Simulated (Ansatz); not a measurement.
Zinc-blende AlSb, treated with PBEsol-D3(BJ) (Ansatz, a program for electronic structure, PAW).

Total energies, extrapolated to zero smearing (they compare only within this program, potentials and cutoff):

```csv
system,energy (eV/atom)
"zinc-blende AlSb, relaxed",-3466.7507
fcc Al,-524.8782
rhombohedral A7 Sb,-6408.5573
```

### Question
Work out the formation enthalpy per atom.

### Answer
ΔH_f ≈ ΔE = -3466.7507 − [1 × (-524.8782) + 1 × (-6408.5573)]/2 = -0.033 eV/atom (0 K, no vibrations). The reference value is -0.260 ± 0.005 eV/atom (measured, 298 K, copied from a table, unchecked, not corrected to a static lattice; as tabulated in Wang et al. (2021), doi:10.1038/s41598-021-94550-5), a difference of +0.227 eV/atom.

Spin–orbit coupling is left out; its size isn't shown.

The PAW data were made under PBE.
